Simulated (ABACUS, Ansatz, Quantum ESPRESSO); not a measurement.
# CuI: 3 runs at one level of theory

```
CELL_PARAMETERS angstrom
0.00000 3.03150 3.03150
3.03150 0.00000 3.03150
3.03150 3.03150 0.00000
ATOMIC_POSITIONS crystal
I 0.00000 0.00000 0.00000
Cu 0.75000 0.75000 0.75000
```

Alike in all runs: task single point; functional PBE; k mesh 6 × 6 × 6; occupations fermi-dirac, width 0.05 eV; no spin polarisation; no spin-orbit coupling. Pressure is positive in compression and, in plane waves, holds the error of the finite cutoff, which Ansatz's Pulay term estimates and takes out.

```json
{"program and potentials": "Ansatz, PAW datasets made for the crystal", "plane-wave cutoff (eV)": "220", "notes": "9 valence electrons an atom on average", "band gap (eV)": "1.12", "pressure (GPa)": "0.34"}
{"program and potentials": "Quantum ESPRESSO, SSSP 1.3 efficiency PBE", "plane-wave cutoff (eV)": "748", "notes": "9 valence electrons an atom on average", "band gap (eV)": "1.11", "pressure (GPa)": "0.49"}
{"program and potentials": "ABACUS, GBRV ultrasoft 1.5 PBE, plane waves", "plane-wave cutoff (eV)": "544", "notes": "13 valence electrons an atom on average", "band gap (eV)": "1.11", "pressure (GPa)": "0.19"}
```

The band gap spans 1.11 (Quantum ESPRESSO, SSSP 1.3 efficiency PBE) to 1.12 eV (Ansatz, PAW datasets made for the crystal). The pressure spans 0.19 (ABACUS, GBRV ultrasoft 1.5 PBE, plane waves) to 0.49 GPa (Quantum ESPRESSO, SSSP 1.3 efficiency PBE). Spin-orbit coupling, left out here, moves the band edges of heavy atoms.

Differences between rows come from potentials, basis sets and numerical settings, since the functional is the same but for its coding. Runs on potential files found faulty are left out.
